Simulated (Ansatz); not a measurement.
# LiTa: the cost of one run

Method: DFT PBE, scalar-relativistic, plane waves, PAW, in Ansatz 0.2.0.

## 1. The system as given

Symmetry: Fm-3m, No. 225, cubic system. The conventional cell has a = 4.493 Å, b = 4.493 Å, c = 4.493 Å, α = 90.00°, β = 90.00°, γ = 90.00°. Li (site symmetry m-3m) is surrounded by 6 Ta at 2.25 Å. Ta (site symmetry m-3m) is surrounded by 6 Li at 2.25 Å.

Coordinates:

```cif
data_structure
_symmetry_space_group_name_H-M 'P 1'
_symmetry_Int_Tables_number 1
_cell_length_a 3.1769
_cell_length_b 3.1769
_cell_length_c 3.1769
_cell_angle_alpha 60.000
_cell_angle_beta 60.000
_cell_angle_gamma 60.000
_cell_volume 22.67
loop_
_atom_site_label
_atom_site_type_symbol
_atom_site_fract_x
_atom_site_fract_y
_atom_site_fract_z
_atom_site_occupancy
Li1 Li 0.50000 0.50000 0.50000 1
Ta1 Ta 0.00000 0.00000 0.00000 1
```

A structure generator made this guess: species swapped into a database cell of HgTe (Fm-3m, No. 225), with Ta on the Hg sites and Li on the Te sites. The dimensions are guesses.

## 2. Probe: one point on a coarse mesh

The input, input.yaml:

```yaml
crystal:
  lattice:
    - [0.0, 2.24639465, 2.24639465]
    - [2.24639465, 0.0, 2.24639465]
    - [2.24639465, 2.24639465, 0.0]
  atoms:
    - { symbol: Li, position: [0.5, 0.5, 0.5] }
    - { symbol: Ta, position: [0.0, 0.0, 0.0] }
basis:
  ecutwfc: 420
kpoints:
  mp_grid: { grid: [6, 6, 6] }
hamiltonian:
  xc: pbe
scf:
  occupations: { method: gaussian, width: 0.1 }
  lower_state_search: "off"
output:
  forces: true
  stress: true
  eigenvalues: true
```

The run is started by

```
$ ansatz run input.yaml --threads 1 --pin off --max-ram 2048MiB --backend cpu --events-out ev --progress --plain --runs-dir out
```

**Question.** How long does this run take on 1 thread of Intel Xeon 6975P-C (Granite Rapids), shared host, and how much memory does it need?

About 1.3 s, with a peak of 0.33 GiB.
